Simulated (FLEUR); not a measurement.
# In: band structure with r2SCAN

Crystal: In.

```
In
1.0
    -1.88253    1.88253    1.88253
     1.88253   -1.88253    1.88253
     1.88253    1.88253   -1.88253
In
1
Direct
  0.00000 0.00000 0.00000
```

This isn't the form of In at room conditions, which is tetragonal.

```json
{
  "Program": "FLEUR MaX-R8.1 (later development tree)",
  "Task": "band structure",
  "Functional": "r2SCAN",
  "Potentials or basis": "all-electron",
  "Basis": "FLAPW",
  "Kmax": "4.1 1/bohr",
  "k mesh": "10 × 10 × 10",
  "Occupations": "fermi-dirac, width 0.05 eV",
  "Spin": "no spin polarisation",
  "Gmax": "12.7 1/bohr",
  "Muffin-tin radii": "In 2.66 bohr",
  "lmax": "In 10",
  "lnonsphr": "In 10",
  "Local orbitals a species": "In 5",
  "Max iterations": "80",
  "Mixing factor": "0.05",
  "Mixer": "Anderson",
  "Mixer history": "30",
  "Density convergence": "0.0001 me/bohr^3"
}
```

```yaml
Band_gap_along_the_path: none (metal or under the smearing width)
Valence_electrons_inside_the_program's_atomic_spheres: In 19.41 (radii In 2.66 bohr)
```

Levels at the corners of the path, in eV from the Fermi level:
| point | band 7 | band 8 | band 9 | band 10 | band 11 | band 12 | band 13 | band 14 |
| --- | --- | --- | --- | --- | --- | --- | --- | --- |
| Γ | -15.25 | -14.97 | -14.97 | -9.82 | 11.59 | 11.59 | 11.59 | 13.71 |
| H | -14.84 | -14.84 | -14.84 | 1.25 | 1.33 | 1.33 | 1.33 | 5.60 |
| N | -14.98 | -14.97 | -14.80 | -3.98 | -3.25 | 6.17 | 7.79 | 10.49 |
| Γ | -15.25 | -14.97 | -14.97 | -9.82 | 11.59 | 11.59 | 11.59 | 13.71 |
| P | -15.15 | -14.97 | -14.97 | -2.28 | 0.18 | 0.18 | 0.18 | 20.88 |
| H | -14.84 | -14.84 | -14.84 | 1.25 | 1.33 | 1.33 | 1.33 | 5.60 |
| P | -15.15 | -14.97 | -14.97 | -2.28 | 0.18 | 0.18 | 0.18 | 20.88 |
| N | -14.98 | -14.97 | -14.80 | -3.98 | -3.25 | 6.17 | 7.79 | 10.49 |

Core levels (eV from the Fermi level):
| atom | levels |
| --- | --- |
| 1 In | 1s1/2 -27734.5, 2s1/2 -4148.0, 2p1/2 -3867.4, 2p3/2 -3656.5, 3s1/2 -783.8, 3p1/2 -670.6, 3p3/2 -632.5, 3d3/2 -432.7, 3d5/2 -424.9 |

Run time: 29 s on 1 thread of Intel(R) Xeon(R) Platinum 8375C CPU @ 2.90GHz (Ice Lake) (shared host), peak memory 0.08 GiB.

Caveat: the meta-GGA is that of a development version, with a GGA for the radial functions and cores and without core tails; spin-orbit coupling is left out, which moves the levels of the heavy elements.
